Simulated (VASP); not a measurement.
Method: PBEsol GGA, VASP's PBE PAW potentials (set 64) (plane waves; VASP).

The input files of a VASP run:

POSCAR:
```
CsPbI3
1.0
  6.1455785274   0.0000000000   0.0000000000
  0.0000000000   6.1455785274   0.0000000000
  0.0000000000   0.0000000000   6.1455785274
Cs Pb I
1 1 3
direct
  0.0000000000   0.0000000000   0.0000000000
  0.5000000000   0.5000000000   0.5000000000
  0.5000000000   0.0000000000   0.5000000000
  0.0000000000   0.5000000000   0.5000000000
  0.5000000000   0.5000000000   0.0000000000
```

### INCAR
```
SYSTEM = CsPbI3
PREC = Accurate
ENCUT = 520
EDIFF = 1E-7
NELM = 100
ALGO = Normal
LREAL = .FALSE.
LASPH = .TRUE.
ISMEAR = 0
SIGMA = 0.05
GGA = PS
LMAXMIX = 4
LWAVE = .FALSE.
LCHARG = .FALSE.
ISIF = 2
```

File KPOINTS:
```
Automatic mesh
0
Gamma
4 4 4
0 0 0
```

POTCAR, in this order: Cs_sv Pb_d I (PBE.64 set). Program: vasp_std.

The run wrote:

**OSZICAR**
```
       N       E                     dE             d eps       ncg     rms          rms(c)
DAV:   1     0.369776191383E+03    0.36978E+03   -0.18033E+04   520   0.145E+03
DAV:   2     0.248647995961E+02   -0.34491E+03   -0.33901E+03   654   0.309E+02
DAV:   3    -0.136586784267E+02   -0.38523E+02   -0.38384E+02   632   0.112E+02
DAV:   4    -0.151857563060E+02   -0.15271E+01   -0.15232E+01   768   0.295E+01
DAV:   5    -0.152286387556E+02   -0.42882E-01   -0.42874E-01   696   0.344E+00    0.403E+00
DAV:   6    -0.149852238026E+02    0.24341E+00   -0.44828E-01   744   0.476E+00    0.265E+00
DAV:   7    -0.149568081469E+02    0.28416E-01   -0.31345E-01   746   0.294E+00    0.935E-01
DAV:   8    -0.149593222396E+02   -0.25141E-02   -0.42593E-02   588   0.177E+00    0.242E-01
DAV:   9    -0.149595438818E+02   -0.22164E-03   -0.61432E-03   704   0.739E-01    0.791E-02
DAV:  10    -0.149594297947E+02    0.11409E-03   -0.79287E-04   632   0.249E-01    0.350E-02
DAV:  11    -0.149594773386E+02   -0.47544E-04   -0.33401E-04   748   0.134E-01    0.452E-02
DAV:  12    -0.149594760961E+02    0.12425E-05   -0.19996E-05   640   0.236E-02    0.313E-02
DAV:  13    -0.149594739837E+02    0.21123E-05   -0.45489E-06   682   0.174E-02    0.122E-02
DAV:  14    -0.149594732676E+02    0.71614E-06   -0.26476E-06   726   0.131E-02    0.257E-03
DAV:  15    -0.149594733604E+02   -0.92869E-07   -0.73411E-07   656   0.553E-03
   1 F= -.14959473E+02 E0= -.14959473E+02  d E =-.469899E-14
```

### OUTCAR
```
------------------------ aborting loop because EDIFF is reached ----------------------------------------
  FORCE on cell =-STRESS in cart. coord.  units (eV):
  Direction    XX          YY          ZZ          XY          YZ          ZX
  --------------------------------------------------------------------------------------
  Total        1.5947582      1.5947582      1.5947582     -0.0000000     -0.0000000      0.0000000
  in kB       11.0082205     11.0082205     11.0082205     -0.0000000     -0.0000000      0.0000000
  external PRESSURE =      11.0082205 kB  Pullay stress =       0.0000000 kB
  volume of cell :      232.11
      direct lattice vectors                 reciprocal lattice vectors
     6.145578527  0.000000000  0.000000000     0.162718611  0.000000000  0.000000000
     0.000000000  6.145578527  0.000000000     0.000000000  0.162718611  0.000000000
     0.000000000  0.000000000  6.145578527     0.000000000  0.000000000  0.162718611
 POSITION                                       TOTAL-FORCE (eV/Angst)
 -----------------------------------------------------------------------------------
      0.00000      0.00000      0.00000         0.000000      0.000000      0.000000
      3.07279      3.07279      3.07279         0.000000      0.000000      0.000000
      3.07279      0.00000      3.07279         0.000000      0.000000      0.000000
      0.00000      3.07279      3.07279         0.000000      0.000000      0.000000
      3.07279      3.07279      0.00000         0.000000      0.000000      0.000000
 -----------------------------------------------------------------------------------
    total drift:                                0.000000     -0.000000     -0.000000
  FREE ENERGIE OF THE ION-ELECTRON SYSTEM (eV)
  ---------------------------------------------------
  free  energy   TOTEN  =       -14.9594733604 eV

  energy  without entropy=      -14.9594733604  energy(sigma->0) =      -14.95947336
```
(Selected blocks of OUTCAR.)

The compound is CsPbI3 in the cubic perovskite structure, the ideal cubic form; the compound distorts at low or room temperature. This cell is one point of a volume scan, at 0.97 of the reference volume.
